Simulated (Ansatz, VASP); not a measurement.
**One calculation of LiF, two programs**

```
Li F
1.0
     0.00000    2.01400    2.01400
     2.01400    0.00000    2.01400
     2.01400    2.01400    0.00000
Li F
1 1
Direct
  0.00000 0.00000 0.00000
  0.50000 0.50000 0.50000
```

Alike in both runs: task single point; functional PBEsol; k mesh 10 × 10 × 10; occupations fermi-dirac, width 0.03 eV; no spin polarisation.

```csv
,VASP,Ansatz
version,VASP 6.6.1,Ansatz 0.2.0
potentials or method,"VASP PAW PBE potentials, release 64 (Li_sv, F), cutoff 520 eV","all-electron LAPW, scalar-relativistic"
```

|  | VASP | Ansatz | Ansatz less VASP |
| --- | --- | --- | --- |
| gap on the k mesh at the Fermi level (eV) | 8.92 | 8.90 | -0.018 |

Ansatz ran all-electron here, so the differences hold the error of VASP's frozen core and of both bases.

 A k mesh can miss the band edges.
